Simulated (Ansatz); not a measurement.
# Stack of 1T-SiSe2 under 2H-TaSe2, upper layer turned by 180° in a perpendicular field, part 2 of 3

What dipole does a perpendicular field induce in the stack of 1T-SiSe2 under 2H-TaSe2, upper layer turned by 180°? A positive field points along +c.

Ansatz 0.2.0; plane-wave DFT, PBE-D3(BJ), Ansatz PAW.

So far. Step 2 (Relaxation): The lattice constant a goes from 3.490 to 3.451 Å.

### 3. Single point, field 0, start network

A sawtooth potential applies the field, turning back in the middle of the vacuum. With the dipole correction the typed value is the field outside the slab. The induced dipole is small, so the SCF threshold is tight.

The cell differs from the one that the last finished run ended in (c 48.376 → 27.257 Å).

The input, input.yaml:

```yaml
crystal:
  lattice:
    - [3.4505175544, 0.0, 0.0]
    - [-1.7252587772, 2.9882358583, 0.0]
    - [0.0, 0.0, 27.2570668814]
  atoms:
    - { symbol: Se, position: [0.6666666667, 0.3333333333, 0.3301895996] }
    - { symbol: Si, position: [0.0, 0.0, 0.383032805] }
    - { symbol: Se, position: [0.3333333333, 0.6666666667, 0.4359417713] }
    - { symbol: Se, position: [0.0, 0.0, 0.5469169612] }
    - { symbol: Ta, position: [0.3333333333, 0.6666666667, 0.6080564234] }
    - { symbol: Se, position: [0.0, 0.0, 0.6698104004] }
kpoints:
  mp_grid: { grid: [18, 18, 1] }
  band_path:
    path: [[0, 0, 0], [0.5, 0, 0], [0.33333333, 0.33333333, 0], [0, 0, 0]]
    npoints: 16
hamiltonian:
  xc: pbe
  dispersion: d3bj
scf:
  occupations: { method: fermi_dirac, width: 0.05 }
  convergence: { dr2_threshold: 1.0e-10 }
efield:
  axis: 3
  dipole_correction: true
  ramp_position: 0.97
  ramp_width: 0.06
  amplitude: 0
output:
  dos: { projected: true, e_range: [-6, 5] }
  bader: true
  write_potential: true
  write_density: true
  volumetric_format: npy
  elf: true
```

Command:

```bash
$ ansatz run input.yaml --threads 4 --pin off --max-ram 6144MiB --backend cpu --events-out ev --progress --plain --runs-dir out
```

Numbers of over 12 decimals in the logs are rounded to 6 here.

Log:

```text
[...]
Crystal: 6 atoms, lattice volume = 281.047 Å³
Basis set: ecut = 420 eV, 5455 PW (Γ)
Bands: 49, of which v1, the nominal top of the filled ones, is band 41 counted from 1 (40 counted from 0)
Symmetry: 6 space group operations
[...]
k-points: 37 of 324 (time reversal used)
[...]
SCF iter   1: F=—  HF=-32449.886085 eV  |F-HF|=—  |Δ(HF+E_count)|=         —  Δρ=2.76e-3  dr2=1.72e-1  ethr=1.77e-3  p=-0.000 e·Å  D=-2.49e-4 V/Å  ΔV_dip=0.01 eV  dr2_dipole=3.32e-3  V_vac-E_F(+/−)=4.91/4.90 eV  ⟨swp⟩=9.6  Hψ=8053  notcnv=0  defer=7
efield: sawtooth ramp at fractional position 0.9700 (set: `efield.ramp_position`, or a place that a band, a saddle search or an elastic batch's reference lends), width 0.0600; the density the first Hamiltonian is built on has a dipole p = -0.000 e·Å; the dipole correction subtracts the counter field D = -2.49e-4 V/Å, which shifts the + side's vacuum level by +0.01 eV against the − side's; the planar-averaged density in the ramp window peaks in size at 2.2e-5 e/Å³
[...]
SCF iter   2: F=—  HF=-32449.940562 eV  |F-HF|=—  |Δ(HF+E_count)|=   5.45e-2  Δρ=4.36e-3  dr2=5.57e-1  ethr=2.12e-4  p=0.029 e·Å  D=1.89e-2 V/Å  ΔV_dip=-0.52 eV  dr2_dipole=1.05e-1  V_vac-E_F(+/−)=5.56/6.07 eV  ⟨swp⟩=3.5  Hψ=2916  notcnv=0  defer=106  recentre
[...]
SCF iter  13: F=-32449.875869 eV  HF=-32449.875869 eV  |F-HF|=1.20e-10  |Δ(HF+E_count)|=  3.46e-10  Δρ=9.55e-8  dr2=3.92e-11  ethr=1.00e-12  p=-0.006 e·Å  D=-4.18e-3 V/Å  ΔV_dip=0.11 eV  dr2_dipole=3.16e-13  V_vac-E_F(+/−)=5.45/5.33 eV  ⟨swp⟩=11.3  Hψ=5760  notcnv=0
SCF 1 converged in 13 iterations: F = -32449.875869 eV  dr2 = 3.92e-11
[...]
NSCF: frozen V_eff on 49 k-points
efield: sawtooth ramp at fractional position 0.9700 (kept from the solve that this one continues, or follows in the run), width 0.0600; the density the first Hamiltonian is built on has a dipole p = -0.006 e·Å; the dipole correction subtracts the counter field D = -4.18e-3 V/Å, which shifts the + side's vacuum level by +0.11 eV against the − side's; the planar-averaged density in the ramp window peaks in size at 1.6e-5 e/Å³
[...]
SCF converged after 13 iterations
Free energy (F): -32449.875869 eV
[...]
Internal energy: -32449.854379 eV  (E = F + TS)
E sigma→0 (E₀):  -32449.865124 eV
Entropy (-TS):   -0.021491 eV (-3.582 meV/atom)
Fermi energy:    1.614763 eV
Dipole field:    D = -0.004182 V/Å  (p = -0.006495 e·Å, saw-weighted, corrected)
Work function:   Φ+ = 5.4466 eV   Φ− = 5.3326 eV
Levels:          The Fermi level and band energies are counted from a zero that moves with the ramp; work functions are not
[...]
--- Band table (eV; the first three rows and the last of 37) ---
  k-point 0: bands = [... 37 lower, 0.9696, 1.1376, 1.1376, 2.3832, 4.1293, 4.8287, 4.8287, 4.9259, ... 4 higher]
  k-point 1: bands = [... 37 lower, 0.8241, 1.0563, 1.3328, 2.3706, 4.3298, 4.7506, 4.8515, 4.8831, ... 4 higher]
  k-point 2: bands = [... 37 lower, 0.4841, 0.9310, 1.4513, 2.2588, 4.4201, 4.5926, 4.7760, 4.7795, ... 4 higher]
  k-point 36: bands = [... 37 lower, -0.1813, 0.0181, 0.0895, 2.2889, 3.4238, 3.7887, 5.1840, 5.7853, ... 4 higher]
--- Bader charges: 6 sites ---
  site symbol  charge [e]  shift [e]
     0     Se     -0.8483     0.0070
     1     Si      1.6856     0.0136
     2     Se     -0.8334     0.0066
     3     Se     -0.7714     0.0026
     4     Ta      1.5311     0.0052
     5     Se     -0.7635     0.0026
  estimated error of the sums over rays = 6.5e-4 e
```

Elapsed: 29 s, on 4 threads of Intel Xeon Platinum 8375C at 2.90GHz (Ice Lake), shared host; peak memory 1 GiB.

Numbers from this step:

* energy at zero smearing: -32449.8651 eV
* work function, upper face: 5.447 eV
* work function, lower face: 5.333 eV
* dipole along the normal: -0.006495 e·Å
* step between the vacuum levels: 0.1140 eV

Running mean over a fixed 2.7 Å (it still follows the layers) of the planar mean; the ramp of the sawtooth is left out. Electron's electrostatic potential energy less the Fermi level against z:

```csv
z (Å),electron's electrostatic potential energy less the Fermi level (eV)
3.5,5.33
4.0,5.33
4.5,5.33
5.0,5.33
5.5,5.32
6.0,5.29
6.5,5.13
7.0,4.41
7.5,2.88
8.0,1.09
8.5,-0.905
9.0,-3.35
9.5,-5.71
10.0,-6.57
10.5,-6.72
11.0,-6.47
11.5,-5.29
12.0,-2.78
12.5,-0.658
13.0,0.412
13.5,0.611
14.0,0.245
14.5,-1.20
15.0,-3.77
15.5,-6.86
16.0,-8.12
16.5,-8.33
17.0,-8.17
17.5,-7.35
18.0,-4.64
18.5,-1.64
19.0,0.403
19.5,2.21
20.0,3.85
20.5,5.02
21.0,5.35
21.5,5.43
22.0,5.44
22.5,5.45
23.0,5.45
23.5,5.45
24.0,5.45
```

The density of states has structure finer than the step of the table below, so its rows give means over 0.25 eV, whole bins alone (the curve runs from -6 to 1.99 eV). Peaks (eV: height): -4.760: 8.55, -3.550: 10.3, -2.830: 8.83, -1.750: 7.57, -1.560: 9.57, -1.420: 8.96, -1.310: 9.16.

The density of states by energy, zero at the Fermi level; means over each step:

```csv
energy (eV),density of states (states/eV a cell)
-5.75,1.44
-5.50,2.71
-5.25,2.60
-5.00,3.48
-4.75,3.31
-4.50,3.31
-4.25,3.63
-4.00,3.30
-3.75,5.28
-3.50,4.43
-3.25,4.37
-3.00,2.84
-2.75,4.75
-2.50,4.18
-2.25,3.02
-2.00,3.78
-1.75,6.45
-1.50,6.83
-1.25,6.62
-1.00,4.81
-0.75,3.39
-0.50,2.08
-0.25,2.94
0.00,2.69
0.25,1.47
0.50,1.42
0.75,0.819
1.00,0.530
1.25,0.612
1.50,0.706
1.75,1.44
```

Projected DOS per atom over height of the atomic layer and energy from the Fermi level. Layers: Se Si Se Se Ta Se from below.

Values in states/eV, 22 rows by 6 columns, each cell a mean:
```
0.38 0.52 0.38 0.01 0.03 0.00
0.18 0.28 0.18 0.00 0.01 0.00
0.14 0.23 0.14 0.00 0.01 0.00
0.12 0.20 0.12 0.07 0.33 0.05
0.06 0.09 0.06 0.14 0.91 0.12
0.02 0.01 0.02 0.27 1.87 0.28
0.55 0.05 0.52 0.18 0.95 0.22
0.94 0.07 1.03 0.43 0.14 0.49
1.40 0.13 1.47 0.89 0.45 1.00
1.35 0.20 1.27 1.42 1.01 1.66
1.10 0.24 1.05 1.18 0.87 1.21
0.58 0.21 0.53 0.61 0.60 0.59
0.46 0.26 0.37 1.00 1.02 1.04
0.51 0.36 0.47 0.86 0.53 0.90
0.98 0.68 0.94 0.50 0.41 0.50
0.60 0.48 0.57 1.22 0.97 1.29
0.46 0.38 0.45 0.82 0.61 0.77
0.49 0.40 0.47 0.81 0.68 0.88
0.29 0.28 0.37 0.74 0.66 0.56
0.32 0.29 0.41 0.81 0.65 0.57
0.52 0.53 0.56 0.42 0.32 0.30
0.40 0.44 0.42 0.02 0.00 0.00
```
Columns: height of the atomic layer (Å) from 9 to 18.3 (not evenly spaced); rows upwards: energy from the Fermi level (eV) from -5.96 to 1.96.

The electronic bands at the labelled points (eV, zero at the Fermi level):

```csv
point,band 37,band 38,band 39,band 40,band 41,band 42,band 43,band 44
Γ,-0.65,-0.65,-0.48,-0.48,0.77,2.51,3.21,3.21
halfway,-1.64,-1.35,-0.97,-0.38,-0.09,1.76,2.77,2.90
M,-1.79,-1.34,-0.98,-0.80,-0.39,0.31,3.17,3.47
halfway,-2.37,-1.71,-1.67,-1.31,0.20,1.57,2.84,3.69
K,-2.83,-1.80,-1.60,-1.53,0.67,1.81,2.17,3.57
halfway,-1.78,-1.66,-1.16,-0.73,-0.06,2.47,2.58,3.12
Γ,-0.65,-0.65,-0.48,-0.48,0.77,2.51,3.21,3.21
```

Valence density in the ca plane at fractional y = 1.000, with atoms of Si and Se within 0.2 Å of it. It is the smooth field of the valence electrons, not physical close to the nuclei.

Values in e/Å³, 5 rows by 16 columns, each cell a mean:
```
 0  0  0  0  0  0  0  0  0  0  0  0  1  8  0  0
 0  0  0  0  0  0  0  0  0  0  0  0  0  0  0  0
 0  0  0  0  0  0  0  0  0  0  0  0  0  0  0  0
 0  0  0  0  0  0  0  0  0  0  0  0  0  1  0  0
 0  0  0  0  0  0  0  0  0  0  0  0  2 14  0  0
```
Columns run along c (16.0 Å, from fractional 0.06 to 0.65 of the cell), rows up along a (3.5 Å). Atoms in or near the plane, at fractional coordinates: Si at (0.38, 0.00), Se at (0.55, 0.00).

ELF in the ca plane at fractional y = 1.000, with atoms of Si and Se within 0.2 Å of it. It is the smooth field of the valence electrons, not physical close to the nuclei.

Ten even steps from '0' (0.00) to '9' (0.85), each cell a mean:
```
00000000000000000000245333542000499735763257
00000000000000000123467647764210279988863258
00000000000000012466777656777651037888741136
00000000000000024788876424678874001344312212
00000000000000125788876323678884000122112211
00000000000000013677777545777762014666521124
00000000000000001245677757775431158998852247
00000000000000000011356435752100389867863258
00000000000000000000144242441000599623763257
```
Columns run along c (16.0 Å, from fractional 0.06 to 0.65 of the cell), rows up along a (3.5 Å). Atoms in or near the plane, at fractional coordinates: Si at (0.38, 0.00), Se at (0.55, 0.00).

Electrostatic potential energy in the ca plane at fractional y = 1.000, with atoms of Si and Se within 0.2 Å of it. With pseudopotentials it is smooth inside the atoms' cores, unlike the true potential.

Values in eV, 5 rows by 16 columns, each cell a mean:
```
  6   3 -18 -16   3   6  -6 -13  -4  -2 -13  -8   6   7   7   7
  5   0  -2  -2   0   5   3  -3  -3  -3  -3   3   7   7   7   7
  4  -4   2   1  -4   4   6   4  -6  -7   3   6   7   7   7   7
  5   1  -6  -5   2   5   1  -9  -2  -2  -8   0   7   7   7   7
  6   2 -20 -19   3   6  -7 -10  -5  -3 -10  -9   6   7   7   7
```
Columns run along c (16.0 Å, from fractional 0.28 to 0.87 of the cell; values clipped at the 3rd and 97th percentile), rows up along a (3.5 Å). Atoms in or near the plane, at fractional coordinates: Si at (0.38, 0.00), Se at (0.55, 0.00), Se at (0.67, 0.00).

The work function of the upper face is 5.45 eV.

### 4. Atoms held, field 0.1 V/Å

Changes to input.yaml since step 3:

```diff
@@ -26,8 +26,6 @@
   dipole_correction: true
-  ramp_position: 0.97
-  ramp_width: 0.06
-  amplitude: 0
+  ramp_position: 0.9596
+  ramp_width: 0.0807
+  amplitude: 0.1
 output:
-  dos: { projected: true, e_range: [-6, 5] }
-  bader: true
   write_potential: true
@@ -35,2 +33 @@
   volumetric_format: npy
-  elf: true
```

Log:

```text
[...]
Crystal: 6 atoms, lattice volume = 281.047 Å³
Basis set: ecut = 420 eV, 5455 PW (Γ)
Bands: 49, of which v1, the nominal top of the filled ones, is band 41 counted from 1 (40 counted from 0)
Symmetry: 6 space group operations
[...]
k-points: 37 of 324 (time reversal used)
[...]
k-point 0: bands = [... 37 lower, 0.9495, 1.1161, 1.1161, 2.4020, 4.1023, 4.8483, 4.8483, 4.9465, ... 4 higher]
  k-point 1: bands = [... 37 lower, 0.8347, 1.0422, 1.3113, 2.3896, 4.3060, 4.7736, 4.8661, 4.9025, ... 4 higher]
  k-point 2: bands = [... 37 lower, 0.5035, 0.9466, 1.4298, 2.2779, 4.4179, 4.6147, 4.7781, 4.7962, ... 4 higher]
  k-point 36: bands = [... 37 lower, -0.1581, -0.0100, 0.0730, 2.3082, 3.4009, 3.8074, 5.2020, 5.8048, ... 4 higher]
[key lines of the parts left out:]
SCF converged after 15 iterations
Free energy (F): -32449.878384 eV
Fermi energy:    1.633536 eV
Dipole field:    D = 0.036525 V/Å  (p = 0.056729 e·Å, saw-weighted, corrected)
```

The job ended after 18 s (4 threads; peak memory 0.99 GiB; 70 s of CPU time).

The dipole is 0.0567 e·Å, 0.0632 e·Å from its value without field.

### 5. Atoms held, field -0.1 V/Å

Changes to input.yaml since step 4:

```diff
@@ -28,3 +28,3 @@
   ramp_width: 0.0807
-  amplitude: 0.1
+  amplitude: -0.1
 output:
```

Log:

```text
[...]
Crystal: 6 atoms, lattice volume = 281.047 Å³
Basis set: ecut = 420 eV, 5455 PW (Γ)
Bands: 49, of which v1, the nominal top of the filled ones, is band 41 counted from 1 (40 counted from 0)
Symmetry: 6 space group operations
[...]
k-points: 37 of 324 (time reversal used)
[...]
k-point 0: bands = [... 37 lower, 0.9851, 1.1546, 1.1546, 2.3667, 4.1513, 4.8121, 4.8121, 4.9084, ... 4 higher]
  k-point 1: bands = [... 37 lower, 0.8133, 1.0682, 1.3495, 2.3541, 4.3484, 4.7303, 4.8395, 4.8663, ... 4 higher]
  k-point 2: bands = [... 37 lower, 0.4678, 0.9171, 1.4681, 2.2423, 4.4176, 4.5741, 4.7588, 4.7819, ... 4 higher]
  k-point 36: bands = [... 37 lower, -0.2017, 0.0418, 0.1026, 2.2728, 3.4425, 3.7733, 5.1680, 5.7685, ... 4 higher]
[key lines of the parts left out:]
SCF converged after 14 iterations
Free energy (F): -32449.879698 eV
Fermi energy:    1.599347 eV
Dipole field:    D = -0.045162 V/Å  (p = -0.070144 e·Å, saw-weighted, corrected)
```

It took 18 s on 4 threads; peak memory 0.98 GiB; 70 s of CPU time.

The dipole is -0.0701 e·Å, -0.0636 e·Å from its value without field.

### 6. Single point, field 0.5 V/Å

Changes to input.yaml since step 5:

```diff
@@ -26,5 +26,5 @@
   dipole_correction: true
-  ramp_position: 0.9596
-  ramp_width: 0.0807
-  amplitude: -0.1
+  ramp_position: 0.8997
+  ramp_width: 0.2006
+  amplitude: 0.5
 output:
```

Log:

```text
[...]
Crystal: 6 atoms, lattice volume = 281.047 Å³
Basis set: ecut = 420 eV, 5455 PW (Γ)
Bands: 49, of which v1, the nominal top of the filled ones, is band 41 counted from 1 (40 counted from 0)
Symmetry: 6 space group operations
[...]
k-points: 37 of 324 (time reversal used)
[...]
k-point 0: bands = [... 37 lower, 0.8712, 1.0200, 1.0200, 2.4732, 3.9652, 4.9225, 4.9225, 4.9706, ... 4 higher]
  k-point 1: bands = [... 37 lower, 0.8391, 1.0102, 1.2115, 2.4623, 4.1721, 4.8573, 4.9215, 4.9742, ... 4 higher]
  k-point 2: bands = [... 37 lower, 0.5796, 1.0093, 1.3292, 2.3522, 4.3550, 4.7053, 4.7812, 4.8736, ... 4 higher]
  k-point 36: bands = [... 37 lower, -0.1367, -0.0682, -0.0042, 2.3826, 3.2952, 3.8795, 5.2665, 5.8788, ... 4 higher]
[key lines of the parts left out:]
SCF converged after 16 iterations
Free energy (F): -32449.951467 eV
Fermi energy:    1.706736 eV
Dipole field:    D = 0.199114 V/Å  (p = 0.309256 e·Å, saw-weighted, corrected)
```

Run time: 19 s. Hardware: 4 threads; peak memory 0.99 GiB.

The dipole is 0.309 e·Å, 0.316 e·Å from its value without field.

### 7. Single point, field -0.3 V/Å

Changes to input.yaml since step 6:

```diff
@@ -26,6 +26,8 @@
   dipole_correction: true
-  ramp_position: 0.8997
-  ramp_width: 0.2006
-  amplitude: 0.5
+  ramp_position: 0.957
+  ramp_width: 0.086
+  amplitude: -0.3
 output:
+  dos: { projected: true, e_range: [-6, 5] }
+  bader: true
   write_potential: true
@@ -33 +35,2 @@
   volumetric_format: npy
+  elf: true
```

Log:

```text
[...]
Crystal: 6 atoms, lattice volume = 281.047 Å³
Basis set: ecut = 420 eV, 5455 PW (Γ)
Bands: 49, of which v1, the nominal top of the filled ones, is band 41 counted from 1 (40 counted from 0)
Symmetry: 6 space group operations
[...]
k-points: 37 of 324 (time reversal used)
[...]
k-point 36: bands = [... 37 lower, -0.2363, 0.0781, 0.1202, 2.2477, 3.4699, 3.7498, 5.1403, 5.7412, ... 4 higher]
--- Bader charges: 6 sites ---
  site symbol  charge [e]  shift [e]
     0     Se     -0.8307     0.0069
     1     Si      1.6840     0.0136
     2     Se     -0.8356     0.0067
     3     Se     -0.7683     0.0026
     4     Ta      1.5291     0.0052
     5     Se     -0.7785     0.0026
  estimated error of the sums over rays = 6.7e-4 e
[key lines of the parts left out:]
SCF converged after 14 iterations
Free energy (F): -32449.906540 eV
Fermi energy:    1.576269 eV
Dipole field:    D = -0.127788 V/Å  (p = -0.198476 e·Å, saw-weighted, corrected)
```

Wall time 31 s (4 threads); peak memory 1 GiB.

The dipole is -0.198 e·Å, -0.192 e·Å from its value without field.

### 8. Response, atoms held

This step: plane-wave DFT, PBE-D3(BJ), Ansatz PAW; response to a field along the normal, atoms held (Ansatz 0.2.0).

The dipoles give the slope, and the difference of two potentials shows where the field is screened.

This step gave:

- equivalent conductor thickness p/(ε₀AE): 11.13 Å
- distance between the outer atoms: 9.257 Å

The dipole of the cell by applied field:

```csv
applied field (V/Å),dipole of the cell (e·Å)
-0.300,-0.198
-0.100,-0.0701
0.000,-0.00650
0.100,0.0567
0.500,0.309
```

Local field over the applied field, running mean. From the potentials at -0.1 and 0.1 V/Å; running mean over 2.5 Å. Table of local field over applied field by z:

```csv
z (Å),local field over applied field
5,0.995
6,0.962
7,0.789
8,0.452
9,0.140
10,0.0440
11,0.0387
12,0.0557
13,0.107
14,0.0988
15,0.0329
16,0.0228
17,0.0272
18,0.0958
19,0.364
20,0.714
21,0.940
22,0.992
23,0.999
```

Electrons, planar mean, per unit field. The induced electron density by z:

```csv
z (Å),induced electron density (e/Å³ per V/Å)
4.5,6.1e-6
5.0,2.0e-5
5.5,6.2e-5
6.0,1.8e-4
6.5,5.0e-4
7.0,0.00125
7.5,0.00262
8.0,0.00342
8.5,0.00167
9.0,0.00116
9.5,4.8e-4
10.0,-0.00134
10.5,7.1e-5
11.0,0.00101
11.5,-1.6e-4
12.0,-3.4e-4
12.5,-7.3e-4
13.0,-8.6e-4
13.5,1.9e-4
14.0,0.00111
14.5,5.3e-4
15.0,1.0e-4
15.5,2.8e-4
16.0,-3.4e-4
16.5,-9.3e-4
17.0,0.00109
17.5,4.6e-5
18.0,-8.6e-4
18.5,-9.0e-4
19.0,-0.00292
19.5,-0.00335
20.0,-0.00184
20.5,-7.7e-4
21.0,-2.9e-4
21.5,-1.0e-4
22.0,-3.3e-5
22.5,-1.1e-5
23.0,-3.3e-6
```

By hand: between -0.1 and 0.1 V/Å the dipole changes by 0.1269 e·Å, a slope of 0.6344 e·Å²/V. A perfect conductor of thickness t has p = ε₀AEt, so t = 180.95 × 0.6344 / 10.311 = 11.13 Å (e/ε₀ = 180.95 V·Å, A in Å²).

The induced dipole is that of a conductor 11.13 Å thick.

[end of part 2 of 3]

[Logs are printed without paths, hosts, clocks, repeated set-up lines and the standing remarks that a program may print on its own settings, such as how far it seeks lower states.]

[Hosts, paths, dates, database ids (printed as entryN), source tags and the programs' standing remarks are cut or masked in the printed files.]

[Maps of the electrostatic potential energy from Ansatz leave out the sawtooth potential of an applied field or a dipole correction, so their vacuum need not be flat; planar profiles and work functions include it.]

[The density of states shown here was stored with 400 of the rows of the run's finer table, so its peaks can read low, often by over a quarter, or be missed, and its means over a window can be off by a tenth or more.]
